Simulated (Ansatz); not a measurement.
Given:

```
BaSnO3
1.0
    4.13132     0.00000     0.00000
    0.00000     4.13132     0.00000
    0.00000     0.00000     4.13132
Ba Sn O
1 1 3
Direct
  0.00000   0.00000   0.00000
  0.50000   0.50000   0.50000
  0.00000   0.50000   0.50000
  0.50000   0.50000   0.00000
  0.50000   0.00000   0.50000
```

No spin polarisation.

Hole doping at 2.0×10^22 cm⁻³ (1.41 per cell), with a uniform compensating background at fixed cell and a 300 K Fermi–Dirac width.

The values are results of Ansatz (an electronic-structure program), r2SCAN, PAW, cutoff 500 eV, scalar-relativistic without spin-orbit coupling, not measurements. Settings: 11×11×11 k-points, 0.0259 eV Fermi–Dirac smearing.

### Question
Predict the gap between the host's bands, Fermi level from band edge and gap character.

### Answer
- Gap between the host's bands = 2.24 eV
- Fermi level relative to the doped band's edge (positive inside the band; to 0.05 eV) = +0.35 eV
- Gap character = indirect, R → Γ

Carriers are added with a uniform compensating background; total energy and stress of such cells depend on the potential's zero and are not compared; many-body gap narrowing is missing at this level. Whether these cells are dynamically stable was not tested. The cell was made from BaSnO3 in the cubic perovskite structure (space group Pm-3m, No. 221) by this change: holes 2.0×10^22 cm⁻³.
